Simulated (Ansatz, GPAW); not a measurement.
# Geometry or basis: what sets the conductance of hydroquinonedithiol between two Al chains, part 2 of 3

How well does hydroquinonedithiol between two Al chains conduct once its atoms have relaxed, and how much do cheaper levels lose?

GPAW 26.7.0 and Ansatz 0.2.0; Ansatz plane waves; relaxation of the junction with the lead ends held; PAW set soft_1 (the session's first sound run).

So far. Step 2 (Relaxing the atoms): The relaxation lowered the energy of the cell by 2.05 eV.

## 3. Plane waves, PBE (continued)

Electrostatic potential energy in the ca plane at fractional y = 0.573, with atoms of S and H and C and O within 0.2 Å of it. With pseudopotentials it is smooth inside the atoms' cores, unlike the true potential.

Ten even steps from '0' (-45 eV) to '9' (2 eV), each cell a mean:
```
99999999999999999999999999999999999999999999
99999999999999999999999999999999999999999999
99999999999999999999999999999999999999999999
99999999999999999999999999999999999999999999
99999999999999999999999999999999999999999999
99999999999999973454799999999999999999999999
99999999999999820012689999999999999999999999
99999999999999851268888778999999988889999999
99999999962577610268872003799999865557899999
99999999974301300145660001688898758856898889
98777899998200365500054225776788756657887678
87555789998524788720278888755578887778875557
87556777775001688622589998765678999999875557
88777730035102324200379999888889999999988788
99998600016775000433327999999999999999999999
99999852258887314888758999999999999999999999
99999998899864004999999999999999999999999999
99999999998411004999999999999999999999999999
99999999999877779999999999999999999999999999
99999999999999999999999999999999999999999999
99999999999999999999999999999999999999999999
99999999999999999999999999999999999999999999
99999999999999999999999999999999999999999999
99999999999999999999999999999999999999999999
```
Columns run along c (16.0 Å, from fractional 0.36 to 0.76 of the cell; values clipped at the 3rd and 97th percentile), rows up along a (12.5 Å). Atoms in or near the plane, at fractional coordinates: S at (0.43, 0.39), H at (0.45, 0.62), C at (0.47, 0.46), C at (0.47, 0.57), H at (0.47, 0.26), O at (0.49, 0.28), C at (0.50, 0.39), C at (0.50, 0.61), O at (0.51, 0.72), H at (0.53, 0.74), C at (0.53, 0.43), C at (0.53, 0.54), H at (0.55, 0.38), S at (0.57, 0.61).

T at the Fermi level is 0.0232 of 2 open channels a spin.

## 4. Double-zeta polarised basis

Localised orbitals split the wire into layers that couple to their neighbours alone, which is what the Green's function method needs; double zeta with polarisation is the usual level for numbers.

This step: GPAW LCAO, PAW setups; Landauer transmission from Green's functions with principal layers (ASE), zero bias (GPAW 26.7.0).

run.py

```python
import json
import numpy as np
from ase import Atoms
from ase.transport.calculators import TransportCalculator
from gpaw import GPAW, FermiDirac
from gpaw.lcao.tools import get_lcao_hamiltonian
from scipy.linalg import eigh

# The junction with lead layers at both ends, along the third cell vector
device = Atoms(
    ['Al', 'Al', 'Al', 'Al', 'Al', 'Al', 'Al', 'S', 'H', 'C', 'C', 'H', 'O', 'C', 'C', 'O', 'H', 'C', 'C', 'H', 'S', 'Al', 'Al', 'Al', 'Al', 'Al', 'Al', 'Al'],
    positions=[
        [6.24660, 4.50000, 1.20000],
        [6.24660, 4.50000, 3.60000],
        [6.24660, 4.50000, 6.00000],
        [6.24660, 4.50000, 8.40000],
        [6.24660, 4.50000, 10.80000],
        [5.10757, 4.89817, 13.09597],
        [6.17834, 4.43529, 15.48227],
        [4.93294, 5.35512, 17.12392],
        [7.79093, 5.23044, 18.08155],
        [5.71740, 5.20079, 18.71547],
        [7.10035, 5.19408, 18.92483],
        [3.28924, 5.16039, 18.75418],
        [3.49486, 5.16850, 19.71333],
        [4.85251, 5.17769, 19.83680],
        [7.63599, 5.16790, 20.21428],
        [8.99380, 5.14989, 20.33754],
        [9.19881, 5.13518, 21.29646],
        [5.38809, 5.19201, 21.12643],
        [6.77111, 5.18927, 21.33559],
        [4.69756, 5.22668, 21.96971],
        [7.55843, 5.32603, 22.92766],
        [6.29833, 4.43412, 24.57335],
        [7.38718, 4.87900, 26.95198],
        [6.24660, 4.50000, 29.25278],
        [6.24660, 4.50000, 31.65278],
        [6.24660, 4.50000, 34.05278],
        [6.24660, 4.50000, 36.45278],
        [6.24660, 4.50000, 38.85278]],
    cell=[[12.4932, 0.0, 0.0], [0.0, 9.0, 0.0], [0.0, 0.0, 40.05278]],
    pbc=True)

# One principal layer of the lead: the first 4 atoms of the device
lead = Atoms(
    ['Al', 'Al', 'Al', 'Al'],
    positions=[
        [6.24660, 4.50000, 1.20000],
        [6.24660, 4.50000, 3.60000],
        [6.24660, 4.50000, 6.00000],
        [6.24660, 4.50000, 8.40000]],
    cell=[[12.4932, 0.0, 0.0], [0.0, 9.0, 0.0], [0.0, 0.0, 9.6]],
    pbc=True)

settings = dict(mode='lcao', basis='dzp', xc='PBE', h=0.18,
                occupations=FermiDirac(0.1), maxiter=250,
                mixer=dict(beta=0.1, nmaxold=8, weight=100.0),
                convergence=dict(density=0.0001))
energies = np.arange(-2, 2 + 1e-9, 0.025)
eta = 0.0001
n1, n2 = 1, 1
# k and -k transmit alike, so half of the mesh across the current serves
mesh = [(i, j) for i in range(n1) for j in range(n2) if (i, j) <= (-i % n1, -j % n2)]
weights = np.array([1 if (i, j) == (-i % n1, -j % n2) else 2 for i, j in mesh]) / (n1 * n2)

# [... helper functions left out ...]
fermi_lead = ground_state(lead, (1, 1, 12), 'lead.txt')
fermi_device = ground_state(device, (1, 1, 2), 'device.txt')
# [... loop over the mesh left out, but for ...]
        # Shift the lead onto the potential of the device's first layer
        shift = ((H[:, 0, 0] - H0[:, 0, 0]) / S0[0, 0]).real.mean()
# [...]
kT = 8.617333e-5 * 300
bias = [0.1, 0.2, 0.5, 1.0, 1.5, 2.0]
# [... integrals and printing left out ...]
```

Command:

```bash
OMP_NUM_THREADS=1 OPENBLAS_NUM_THREADS=1 python run.py
```

Run time: 3.2 min. Hardware: 1 thread of Arm Neoverse V1, shared host; peak memory 2.3 GiB.

Numbers from this step:

```
conductance                                    : 0.02929 G₀
thermopower                                    : -8.763 μV/K
largest coupling past the next principal layer : 1.60e-15 eV
largest misfit of the first principal layer    : 0.06348 eV
shift that aligns the lead                     : 0.01807 eV
basis functions of the junction                : 332
basis functions of a principal layer           : 52
transmission at the Fermi level (one spin)     : 0.02982
```

One spin. Table of transmission, zone mean by energy, zero at the Fermi level:

```
energy (eV)  transmission, zone mean
     -2.000                   0.0123
     -1.800                   0.0649
     -1.600                    0.108
     -1.400                    0.593
     -1.200                        0
     -1.000                  2.2e-12
     -0.800                  1.8e-11
     -0.600                   1.8e-9
     -0.400                  5.4e-10
     -0.200                   0.0144
      0.000                   0.0298
      0.200                   0.0316
      0.400                   0.0362
      0.600                   0.0410
      0.800                   0.0390
      1.000                   0.0375
      1.200                   0.0388
      1.400                   0.0431
      1.600                   0.0544
      1.800                   0.0791
      2.000                    0.125
```

Crossings of the lead's bands, unfolded to its shortest repeat. Table of open channels, zone mean by energy, zero at the Fermi level:

```
energy (eV)  open channels, zone mean
     -2.000                         1
     -1.900                         1
     -1.800                         1
     -1.700                         1
     -1.600                         1
     -1.500                         1
     -1.400                         1
     -1.300                         1
     -1.200                         0
     -1.100                         0
     -1.000                         0
     -0.900                         0
     -0.800                         0
     -0.700                         0
     -0.600                         0
     -0.500                         0
     -0.400                         0
     -0.300                         2
     -0.200                         2
     -0.100                         2
      0.000                         2
      0.100                         2
      0.200                         2
      0.300                         2
      0.400                         2
      0.500                         2
      0.600                         2
      0.700                         2
      0.800                         2
      0.900                         2
      1.000                         3
      1.100                         3
      1.200                         3
      1.300                         3
      1.400                         3
      1.500                         3
      1.600                         3
      1.700                         3
      1.800                         3
      1.900                         3
      2.000                         3
```

Not self-consistent under bias; the bias window is split evenly. The current through one cell, from the zero-bias transmission by bias:

```
bias (V)  current through one cell, from the zero-bias transmission (μA)
   0.100                                                           0.225
   0.200                                                           0.443
   0.500                                                            1.01
   1.000                                                            1.76
   1.500                                                            2.54
   2.000                                                            3.28
```

The transmission of the three most open eigenchannels by energy, zero at the Fermi level:

```
energy (eV)  channel 1  channel 2  channel 3
     -2.000     0.0123          0          0
     -1.900     0.0300          0          0
     -1.800     0.0649          0          0
     -1.700      0.102          0          0
     -1.600      0.108          0          0
     -1.500      0.104          0          0
     -1.400      0.593          0          0
     -1.300     7.0e-4          0          0
     -1.200          0          0          0
     -1.100    1.8e-12          0          0
     -1.000    2.2e-12          0          0
     -0.900    3.8e-12          0          0
     -0.800    1.8e-11          0          0
     -0.700     3.1e-9          0          0
     -0.600     1.8e-9          0          0
     -0.500    5.0e-11          0          0
     -0.400    5.4e-10          0          0
     -0.300    0.00711     3.2e-5          0
     -0.200     0.0143     8.2e-5          0
     -0.100     0.0238     1.5e-4          0
      0.000     0.0296     1.9e-4          0
      0.100     0.0310     1.8e-4          0
      0.200     0.0315     1.3e-4          0
      0.300     0.0332     7.6e-5          0
      0.400     0.0362     2.3e-5          0
      0.500     0.0393     2.6e-7    1.0e-10
      0.600     0.0410     5.5e-5    1.4e-12
      0.700     0.0405     2.5e-4    1.1e-12
      0.800     0.0383     6.4e-4    2.4e-12
      0.900     0.0354    0.00125    2.3e-11
      1.000     0.0348    0.00267     7.8e-5
      1.100     0.0346    0.00320     2.1e-4
      1.200     0.0350    0.00344     3.6e-4
      1.300     0.0363    0.00349     5.5e-4
      1.400     0.0389    0.00338     7.6e-4
      1.500     0.0433    0.00318     9.9e-4
      1.600     0.0503    0.00295    0.00119
      1.700     0.0605    0.00274    0.00135
      1.800     0.0751    0.00258    0.00146
      1.900     0.0951    0.00248    0.00153
      2.000      0.121    0.00244    0.00156
```

At the Fermi level T is 0.0298 against 0.0232 in plane waves. Couplings past the next layer reach 1.6e-15 eV, small enough to drop; the matrix elements of the cell's first layer differ from the bulk lead's by up to 0.063 eV. That layer keeps its own values in the calculation, and only beyond it is the lead taken as perfect. The Fermi levels of lead and junction count from different zeros of potential, one for each periodic cell; with both set to zero, the small remaining shift is what aligns them. By hand: G = 0.02929 × 77.48 μS = 2.27 μS, a resistance of 441 kΩ; at 0.1 V a linear junction would pass 0.227 μA, and the integral over the bias window gives 0.225 μA. Mott's formula, S = -(π²/3)(k_B²T/e) d ln T/dE, has the prefactor 7.33 μV/K·eV at 300 K; T = 0.02889 at -0.025 eV and 0.03043 at 0.025 eV give a slope of 1.04 per eV and S = -7.61 μV/K, beside -8.76 μV/K from the thermal integral, which interpolates the same grid.

## 5. Single-zeta polarised basis

The second zeta is dropped, the polarisation orbitals stay.

run.py, as its differences from that of step 4:

```diff
@@ -54,3 +54,3 @@
 
-settings = dict(mode='lcao', basis='dzp', xc='PBE', h=0.18,
+settings = dict(mode='lcao', basis='szp(dzp)', xc='PBE', h=0.18,
                 occupations=FermiDirac(0.1), maxiter=250,
```

The job ended after 2.6 min (1 thread; peak memory 2.3 GiB).

Numbers from this step:

```
conductance                                    : 0.02480 G₀
thermopower                                    : -14.42 μV/K
largest coupling past the next principal layer : 1.29e-15 eV
largest misfit of the first principal layer    : 0.07244 eV
shift that aligns the lead                     : 0.02480 eV
basis functions of the junction                : 232
basis functions of a principal layer           : 36
transmission at the Fermi level (one spin)     : 0.02534
```

One spin. Transmission, zone mean against energy, zero at the Fermi level:

energy (eV), transmission, zone mean and a bar:
```
   -2.000      0.019 #
   -1.800      0.158 #####
   -1.675      0.948 ##############################
   -1.600      0.070 ##
   -1.400      0.000 
   -1.200      0.000 
   -1.000      0.000 
   -0.800      0.000 
   -0.600      0.000 
   -0.400      0.000 
   -0.200      0.009 
    0.000      0.025 #
    0.200      0.030 #
    0.400      0.040 #
    0.600      0.051 ##
    0.800      0.053 ##
    1.000      0.058 ##
    1.200      0.065 ##
    1.400      0.079 ###
    1.600      0.113 ####
    1.800      0.188 ######
    2.000      0.337 ###########
```

The conductance, 0.0248 G₀, lies 15 % below that of the dzp run.

## 6. GPAW, sz: basis = "sz(dzp)"

One function for each valence shell of the setup, as for a first survey of a large system.

run.py, as its differences from that of step 5:

```diff
@@ -54,3 +54,3 @@
 
-settings = dict(mode='lcao', basis='szp(dzp)', xc='PBE', h=0.18,
+settings = dict(mode='lcao', basis='sz(dzp)', xc='PBE', h=0.18,
                 occupations=FermiDirac(0.1), maxiter=250,
```

Elapsed: 95 s, on 1 thread; peak memory 2.1 GiB.

Numbers from this step:

* conductance: 0.02745 G₀
* thermopower: -13.33 μV/K
* largest coupling past the next principal layer: 1.01e-15 eV
* largest misfit of the first principal layer: 0.09382 eV
* shift that aligns the lead: 0.03370 eV
* basis functions of the junction: 100
* basis functions of a principal layer: 16
* transmission at the Fermi level (one spin): 0.02802

One spin. Table of transmission, zone mean by energy, zero at the Fermi level:

```
energy (eV)  transmission, zone mean
     -2.000                    0.121
     -1.800                    0.529
     -1.750                    0.967
     -1.600                  2.5e-11
     -1.400                        0
     -1.200                        0
     -1.000                  5.2e-12
     -0.800                  5.7e-11
     -0.600                  3.2e-11
     -0.400                  7.5e-10
     -0.200                   0.0105
      0.000                   0.0280
      0.200                   0.0324
      0.400                   0.0420
      0.600                   0.0541
      0.800                   0.0575
      1.000                   0.0585
      1.200                   0.0620
      1.400                   0.0700
      1.600                   0.0875
      1.800                    0.127
      2.000                    0.217
```

The conductance, 0.0274 G₀, lies 6.3 % below that of the dzp run.

## 7. RPBE in the dzp basis: xc = "RPBE"

Back in the dzp basis, the functional changes from PBE to RPBE, to set the spread between functionals beside that between bases.

run.py, as its differences from that of step 6:

```diff
@@ -54,3 +54,3 @@
 
-settings = dict(mode='lcao', basis='sz(dzp)', xc='PBE', h=0.18,
+settings = dict(mode='lcao', basis='dzp', xc='RPBE', h=0.18,
                 occupations=FermiDirac(0.1), maxiter=250,
```

Run time: 3.2 min. Hardware: 1 thread; peak memory 2.3 GiB.

Numbers from this step:

```yaml
conductance: 0.02802 G₀
thermopower: -8.389 μV/K
largest_coupling_past_the_next_principal_layer: 1.20e-15 eV
largest_misfit_of_the_first_principal_layer: 0.06266 eV
shift_that_aligns_the_lead: 0.01573 eV
basis_functions_of_the_junction: 332
basis_functions_of_a_principal_layer: 52
transmission_at_the_fermi_level_one_spin: 0.02849
```

One spin. Table of transmission, zone mean by energy, zero at the Fermi level:

```
energy (eV)  transmission, zone mean
     -2.000                   0.0116
     -1.900                   0.0281
     -1.800                   0.0607
     -1.700                   0.0961
     -1.600                    0.103
     -1.500                   0.0992
     -1.400                    0.555
     -1.300                   5.1e-4
     -1.200                        0
     -1.100                  1.4e-12
     -1.000                  1.6e-12
     -0.900                  2.8e-12
     -0.800                  1.2e-11
     -0.700                   1.2e-9
     -0.600                   2.0e-9
     -0.500                  6.8e-11
     -0.400                  6.7e-10
     -0.300                  0.00719
     -0.200                   0.0143
     -0.100                   0.0232
      0.000                   0.0285
      0.100                   0.0298
      0.200                   0.0304
      0.300                   0.0322
      0.400                   0.0352
      0.500                   0.0385
      0.600                   0.0405
      0.700                   0.0404
      0.800                   0.0386
      0.900                   0.0361
      1.000                   0.0342
      1.100                   0.0360
      1.200                   0.0368
      1.300                   0.0381
      1.400                   0.0405
      1.500                   0.0445
      1.600                   0.0508
      1.700                   0.0600
      1.800                   0.0733
      1.900                   0.0917
      2.000                    0.116
```

The conductance, 0.0280 G₀, lies 4.3 % below that of the dzp run.

[end of part 2 of 3]

[Logs are printed without paths, hosts, clocks, repeated set-up lines and the standing remarks that a program may print on its own settings, such as how far it seeks lower states.]

[Hosts, paths, dates, database ids (printed as entryN), source tags and the programs' standing remarks are cut or masked in the printed files.]
